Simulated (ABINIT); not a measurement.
# Sb (Fm-3m) in ABINIT: further runs

Runs on Sb. Level: LDA. Tasks: relaxation of cell and atoms, single point.

Program: ABINIT 10.8.3 (patched build). These are calculated values, not measurements. Logs are shortened: lines on timing, memory, paths and dates and some standing lists are left out, and cuts for length are marked. The log counts tension as positive stress, the text compression.

### Step 1. The structure

Symmetry: Fm-3m, No. 225, cubic system. Conventional cell: a = 4.742 Å, b = 4.742 Å, c = 4.742 Å, α = 90.00°, β = 90.00°, γ = 90.00°. Sb (site symmetry m-3m) has 12 Sb at 3.35 Å as nearest neighbours.

This isn't the form of Sb at room conditions, which is rhombohedral.

### Step 2. Relaxation of cell and atoms, LDA

The input, run.abi:

```
pp_dirpath "./"
pseudos "Sb.upf"

acell 3.3534433337 3.3534433337 3.3534433337 Angstrom
rprim
     0.0000000000     0.7071067812     0.7071067812
     0.7071067812     0.0000000000     0.7071067812
     0.7071067812     0.7071067812     0.0000000000
ntypat 1
znucl 51
natom 1
typat 1
chkprim 0
chksymtnons 0
tolsym 1.0e-6
xred
            0.0            0.0            0.0

ecut 42.0
ecutsm 0.5

kptopt 1
ngkpt 8 8 8
nshiftk 1
shiftk 0.0 0.0 0.0

ixc 7

nband 12
occopt 3
tsmear 0.00183747

nstep 80
tolvrs 1.0e-12

iomode 3
prteig 0
prtebands 0
prtwf 0
prtden 0

ionmov 2
optcell 2
ntime 50
tolmxf 2.0e-5
dilatmx 1.08
```

Potentials or basis: PseudoDojo NC SR LDA v0.4.1 standard.

Launch:

```bash
> mpirun --bind-to none -np 4 abinit run.abi > log 2>&1
```

run.abo:

```text
.Version 10.8.3 of ABINIT
 Symmetries : space group Fm -3 m (#225); Bravais cF (face-center cubic)
================================================================================
 Values of the parameters that define the memory need of the present run
     intxc =       0    ionmov =       2      iscf =       7    lmnmax =       6
     lnmax =       6     mgfft =      40  mpssoang =       3    mqgrid =    3001
     natom =       1  nloc_mem =       1    nspden =       1   nspinor =       1
    nsppol =       1      nsym =      48    n1xccc =    2501    ntypat =       1
    occopt =       3   xclevel =       1
       mpw =        2996          nfft =       64000          nkpt =          29
================================================================================
================================================================================

--------------------------------------------------------------------------------
------------- Echo of variables that govern the present computation ------------
--------------------------------------------------------------------------------
 -outvars: echo values of preprocessed input variables --------
            acell      6.3370894794E+00  6.3370894794E+00  6.3370894794E+00 Bohr
              amu      1.21753000E+02
          chkprim           0
      chksymtnons           0
          dilatmx      1.08000000E+00
             ecut      4.20000000E+01 Hartree
           ecutsm      5.00000000E-01 Hartree
           ionmov           2
              ixc           7
         kptrlatt        8    0    0      0    8    0      0    0    8
          kptrlen      5.06967158E+01
            natom           1
            nband          12
            ngfft          40      40      40
             nkpt          29
            nstep          80
             nsym          48
            ntime          50
           ntypat           1
           occopt           3
          optcell           2
           prtden           0
        prtebands           0
           prteig           0
            prtwf           0
            rprim      0.0000000000E+00  7.0710678120E-01  7.0710678120E-01
                       7.0710678120E-01  0.0000000000E+00  7.0710678120E-01
                       7.0710678120E-01  7.0710678120E-01  0.0000000000E+00
          spgroup         225
           tolmxf      2.00000000E-05
           tolsym      1.00000000E-06
           tolvrs      1.00000000E-12
           tsmear      1.83747000E-03 Hartree
            typat      1
            znucl       51.00000

================================================================================

 chkinp: Checking input parameters for consistency.

================================================================================
== DATASET  1 ==================================================================

--- !DatasetInfo
iteration_state: {dtset: 1, }
dimensions: {natom: 1, nkpt: 29, mband: 12, nsppol: 1, nspinor: 1, nspden: 1, mpw: 2996, }
cutoff_energies: {ecut:  42.0, pawecutdg:  -1.0, }
electrons: {nelect:   1.50000000E+01, charge:   0.00000000E+00, occopt:   3.00000000E+00, tsmear:   1.83747000E-03, }
meta: {optdriver: 0, ionmov: 2, optcell: 2, iscf: 7, paral_kgb: 0, }
...

 Exchange-correlation functional for the present dataset will be:
  LDA: Perdew-Wang 92 LSD fit to Ceperley-Alder data - ixc=7
  J.P.Perdew and Y.Wang, PRB 45, 13244 (1992)

 Real(R)+Recip(G) space primitive vectors, cartesian coordinates (Bohr,Bohr^-1):
 R(1)=  0.0000000  4.4809989  4.4809989  G(1)= -0.1115823  0.1115823  0.1115823
 R(2)=  4.4809989  0.0000000  4.4809989  G(2)=  0.1115823 -0.1115823  0.1115823
 R(3)=  4.4809989  4.4809989  0.0000000  G(3)=  0.1115823  0.1115823 -0.1115823
 Unit cell volume ucvol=  1.7995111E+02 bohr^3
 Angles (23,13,12)=  6.00000000E+01  6.00000000E+01  6.00000000E+01 degrees

 getcut: wavevector=  0.0000  0.0000  0.0000  ngfft=  40  40  40
         ecut(hartree)=     48.989   => boxcut(ratio)=   2.00335

--- Pseudopotential description ------------------------------------------------
- pspini: atom type   1  psp file is ./Sb.upf
  51.00000  15.00000  180309                  znucl, zion, pspdat
12 -1012 2 -1 1416                            pspcod,pspxc,lmax,lloc,mmax
     nproj     2     2     2

   3.98406316E+02                                ecore*ucvol(ha*bohr**3)
--------------------------------------------------------------------------------

================================================================================

=== [ionmov= 2] Broyden-Fletcher-Goldfarb-Shanno method (forces)
================================================================================

--- Iteration: ( 1/50) Internal Cycle: (1/1)
--------------------------------------------------------------------------------

---SELF-CONSISTENT-FIELD CONVERGENCE--------------------------------------------

--- !BeginCycle
iteration_state: {dtset: 1, itime: 1, icycle: 1, }
solver: {iscf: 7, nstep: 80, nline: 4, wfoptalg: 0, }
tolerances: {tolvrs: 1.00E-12, }
...

     iter   Etot(hartree)      deltaE(h)  residm     vres2
 ETOT  1  -90.698538466765    -9.070E+01 3.747E-01 1.056E+00
 ETOT  2  -90.727881031284    -2.934E-02 5.649E-03 9.912E-01
 ETOT  3  -90.728016268437    -1.352E-04 1.739E-03 1.269E-01
 ETOT  4  -90.728034373380    -1.810E-05 1.353E-03 4.109E-04
 ETOT  5  -90.728034464276    -9.090E-08 5.174E-04 4.550E-06
 ETOT  6  -90.728034465020    -7.442E-10 8.188E-04 2.518E-07
 ETOT  7  -90.728034465072    -5.164E-11 1.748E-04 1.159E-09
 ETOT  8  -90.728034465073    -9.379E-13 1.958E-04 1.619E-10
 ETOT  9  -90.728034465072     8.527E-13 2.310E-04 2.664E-12
 ETOT 10  -90.728034465067     4.476E-12 2.336E-04 1.922E-15

 At SCF step   10       vres2   =  1.92E-15 < tolvrs=  1.00E-12 =>converged.

 Cartesian components of stress tensor (hartree/bohr^3)
  sigma(1 1)=  5.80082750E-05  sigma(3 2)=  0.00000000E+00
  sigma(2 2)=  5.80082750E-05  sigma(3 1)=  0.00000000E+00
  sigma(3 3)=  5.80082750E-05  sigma(2 1)=  0.00000000E+00
[... 300 lines left out ...]
 Cartesian coordinates (xcart) [bohr]
  0.00000000000000E+00  0.00000000000000E+00  0.00000000000000E+00
 Reduced coordinates (xred)
  0.00000000000000E+00  0.00000000000000E+00  0.00000000000000E+00
 Cartesian forces (fcart) [Ha/bohr]; max,rms= 0.00000E+00 0.00000E+00 (free atoms)
 -0.00000000000000E+00 -0.00000000000000E+00 -0.00000000000000E+00
 Gradient of E wrt nuclear positions in reduced coordinates (gred)
  0.00000000000000E+00  0.00000000000000E+00  0.00000000000000E+00
 Scale of Primitive Cell (acell) [bohr]
  6.28449015982437E+00  6.28449015982437E+00  6.28449015982437E+00
 Real space primitive translations (rprimd) [bohr]
  0.00000000000000E+00  4.44380560831194E+00  4.44380560831194E+00
  4.44380560831194E+00  0.00000000000000E+00  4.44380560831194E+00
  4.44380560831194E+00  4.44380560831194E+00  0.00000000000000E+00
 Unitary Cell Volume (ucvol) [Bohr^3]=  1.75507287368260E+02
 Angles (23,13,12)= [degrees]
  6.00000000000000E+01  6.00000000000000E+01  6.00000000000000E+01
 Lengths [Bohr]
  6.28449015982437E+00  6.28449015982437E+00  6.28449015982437E+00
 Stress tensor in cartesian coordinates (strten) [Ha/bohr^3]
  4.43632504534136E-08  0.00000000000000E+00  0.00000000000000E+00
  0.00000000000000E+00  4.43632504499442E-08  0.00000000000000E+00
  0.00000000000000E+00  0.00000000000000E+00  4.43632504516789E-08
 Total energy (etotal) [Ha]= -9.07281662256894E+01

 Difference of energy with previous step (new-old):
           Absolute (Ha)=-8.57835E-08
           Relative     =-9.45500E-10

 At Broyd/MD step   4, gradients are converged :
  max grad (force/stress) = 4.4363E-06 < tolmxf= 2.0000E-05 ha/bohr (free atoms)

================================================================================

 ----iterations are completed or convergence reached----

 Mean square residual over all n,k,spin=   75.362E-13; max=  23.740E-10
 reduced coordinates (array xred) for    1 atoms
       0.000000000000      0.000000000000      0.000000000000
 rms dE/dt=  0.0000E+00; max dE/dt=  0.0000E+00; dE/dt below (all hartree)
    1       0.000000000000      0.000000000000      0.000000000000

 cartesian coordinates (angstrom) at end:
    1      0.00000000000000     0.00000000000000     0.00000000000000

 cartesian forces (hartree/bohr) at end:
    1     -0.00000000000000    -0.00000000000000    -0.00000000000000
 frms,max,avg= 0.0000000E+00 0.0000000E+00   0.000E+00  0.000E+00  0.000E+00 h/b

 cartesian forces (eV/Angstrom) at end:
    1     -0.00000000000000    -0.00000000000000    -0.00000000000000
 frms,max,avg= 0.0000000E+00 0.0000000E+00   0.000E+00  0.000E+00  0.000E+00 e/A
 length scales=  6.284490159824  6.284490159824  6.284490159824 bohr
              =  3.325608972467  3.325608972467  3.325608972467 angstroms
 Fermi (or HOMO) energy (hartree) =   0.30066   Average Vxc (hartree)=  -0.41618
 Eigenvalues (hartree) for nkpt=  29  k points:
 kpt#   1, nband= 12, wtk=  0.00195, kpt=  0.0000  0.0000  0.0000 (reduced coord)
  -0.76654   -0.76654   -0.76654   -0.76496   -0.76496   -0.18078    0.50652    0.50652
   0.50652    0.69706    0.70101    0.70101
      occupation numbers for kpt#   1
   2.00000    2.00000    2.00000    2.00000    2.00000    2.00000    0.00000    0.00000
   0.00000    0.00000    0.00000    0.00000
 prteigrs : prtvol=0 or 1, do not print more k-points.

--- !EnergyTerms
iteration_state     : {dtset: 1, itime: 4, icycle: 1, }
comment             : Components of total free energy in Hartree
kinetic             :  5.31002884223379E+01
hartree             :  1.93010767153249E+01
xc                  : -2.24069987602305E+01
Ewald energy        : -5.80355025401008E+01
psp_core            :  2.27002719911729E+00
local_psp           : -6.55911311552403E+01
non_local_psp       : -1.93655740951533E+01
internal            : -9.07278142139447E+01
'-kT*entropy'       : -3.52011744719443E-04
total_energy        : -9.07281662256894E+01
total_energy_eV     : -2.46883917455680E+03
band_energy         : -7.12117587538606E+00
...

 Cartesian components of stress tensor (hartree/bohr^3)
  sigma(1 1)=  4.43632505E-08  sigma(3 2)=  0.00000000E+00
  sigma(2 2)=  4.43632504E-08  sigma(3 1)=  0.00000000E+00
  sigma(3 3)=  4.43632505E-08  sigma(2 1)=  0.00000000E+00

-Cartesian components of stress tensor (GPa)         [Pressure= -1.3052E-03 GPa]
- sigma(1 1)=  1.30521189E-03  sigma(3 2)=  0.00000000E+00
- sigma(2 2)=  1.30521189E-03  sigma(3 1)=  0.00000000E+00
- sigma(3 3)=  1.30521189E-03  sigma(2 1)=  0.00000000E+00

== END DATASET(S) ==============================================================
================================================================================

 -outvars: echo values of variables after computation  --------
            acell      6.2844901598E+00  6.2844901598E+00  6.2844901598E+00 Bohr
           etotal     -9.0728166226E+01
            fcart     -0.0000000000E+00 -0.0000000000E+00 -0.0000000000E+00
            rprim      0.0000000000E+00  7.0710678119E-01  7.0710678119E-01
                       7.0710678119E-01  0.0000000000E+00  7.0710678119E-01
                       7.0710678119E-01  7.0710678119E-01  0.0000000000E+00
           strten      4.4363250453E-08  4.4363250450E-08  4.4363250452E-08
                       0.0000000000E+00  0.0000000000E+00  0.0000000000E+00
 Calculation completed.
```

Run time: 16 s. Hardware: 4 MPI ranks of AMD EPYC 9R45 (Zen 5), shared host; peak memory 0.32 GiB.

Results:

- Free energy: -2468.8392 eV
- Relaxed volume: 26.01 Å³/atom
- Relaxed cell: a = 3.326 Å, b = 3.326 Å, c = 3.326 Å, α = 60.00°, β = 60.00°, γ = 60.00°
- Space group after relaxing (to 0.05 Å): Fm-3m (No. 225)
- Energy gained by relaxing: 3.6 meV/atom
- Ionic steps: 4
- Pressure after relaxing: 0.0 GPa
- Band gap on the k mesh: none (metal or under the smearing width)

The path:
```csv
step,energy change (eV),largest force (eV/Å),pressure (GPa),volume (Å³)
1,0.0000,0.0000,-1.71,26.67
2,-0.0013,0.0000,-1.36,26.53
3,-0.0036,0.0000,0.05,25.99
4,-0.0036,0.0000,0.00,26.01
```

Final structure:
```
Sb
1.0
     0.00000    2.35156    2.35156
     2.35156    0.00000    2.35156
     2.35156    2.35156    0.00000
Sb
1
Direct
  0.00000 0.00000 0.00000
```

### Step 3. Single point, LDA (cell relaxed)

The input, run.abi:

```
pp_dirpath "./"
pseudos "Sb.upf"

acell 3*1.0 Angstrom
rprim
     0.0000000000     2.3515606600     2.3515606600
     2.3515606600     0.0000000000     2.3515606600
     2.3515606600     2.3515606600     0.0000000000
ntypat 1
znucl 51
natom 1
typat 1
xred
     0.0000000000     0.0000000000     0.0000000000
chkprim 0
chksymtnons 0
tolsym 1.0e-6

ecut 42.0

kptopt 1
ngkpt 8 8 8
nshiftk 1
shiftk 0.0 0.0 0.0

ixc 7

nband 12
occopt 3
tsmear 0.00183747

nstep 100
tolvrs 1.0e-10

iomode 3
prtwf 0
prtden 0
prteig 0
prtebands 0
```

Potentials or basis: PseudoDojo NC SR LDA v0.4.1 standard.

Launch:

```bash
> mpirun --bind-to none -np 4 abinit run.abi > log 2>&1
```

run.abo:

```text
.Version 10.8.3 of ABINIT
 Symmetries : space group Fm -3 m (#225); Bravais cF (face-center cubic)
================================================================================
 Values of the parameters that define the memory need of the present run
     intxc =       0    ionmov =       0      iscf =       7    lmnmax =       6
     lnmax =       6     mgfft =      40  mpssoang =       3    mqgrid =    3001
     natom =       1  nloc_mem =       1    nspden =       1   nspinor =       1
    nsppol =       1      nsym =      48    n1xccc =    2501    ntypat =       1
    occopt =       3   xclevel =       1
       mpw =        2292          nfft =       64000          nkpt =          29
================================================================================
================================================================================

--------------------------------------------------------------------------------
------------- Echo of variables that govern the present computation ------------
--------------------------------------------------------------------------------
[... 176 lines left out ...]
  sigma(3 3)=  5.45552174E-07  sigma(2 1)=  0.00000000E+00

-Cartesian components of stress tensor (GPa)         [Pressure= -1.6051E-02 GPa]
- sigma(1 1)=  1.60506991E-02  sigma(3 2)=  0.00000000E+00
- sigma(2 2)=  1.60506991E-02  sigma(3 1)=  0.00000000E+00
- sigma(3 3)=  1.60506991E-02  sigma(2 1)=  0.00000000E+00

== END DATASET(S) ==============================================================
================================================================================

 -outvars: echo values of variables after computation  --------
            acell      1.8897261259E+00  1.8897261259E+00  1.8897261259E+00 Bohr
           etotal     -9.0728167010E+01
            fcart     -0.0000000000E+00 -0.0000000000E+00 -0.0000000000E+00
            rprim      0.0000000000E+00  2.3515606600E+00  2.3515606600E+00
                       2.3515606600E+00  0.0000000000E+00  2.3515606600E+00
                       2.3515606600E+00  2.3515606600E+00  0.0000000000E+00
           strten      5.4555217406E-07  5.4555217405E-07  5.4555217406E-07
                       0.0000000000E+00  0.0000000000E+00  0.0000000000E+00
 Calculation completed.
```

Wall time 4.5 s (4 MPI ranks of AMD EPYC 9R45 (Zen 5), shared host); peak memory 0.28 GiB.

Results:

| Item | Value |
| --- | --- |
| Free energy | -2468.8392 eV |
| Pressure | 0.0 GPa |
| Band gap on the k mesh | none (metal or under the smearing width) |
| Valence electrons inside the program's atomic spheres | Sb 11.21 (radii [1.0584] Å) |

Levels at points of the mesh, in eV from the Fermi level:
```tsv
k point	band 5	band 6	band 7	band 8	band 9	band 10
(0.00, 0.00, 0.00)	-29.00	-13.10	5.60	5.60	5.60	10.79
(0.50, 0.00, 0.00)	-28.95	-9.19	-5.87	3.87	3.87	8.80
(0.50, 0.50, 0.00)	-28.94	-7.51	-4.94	0.51	0.51	4.42
```
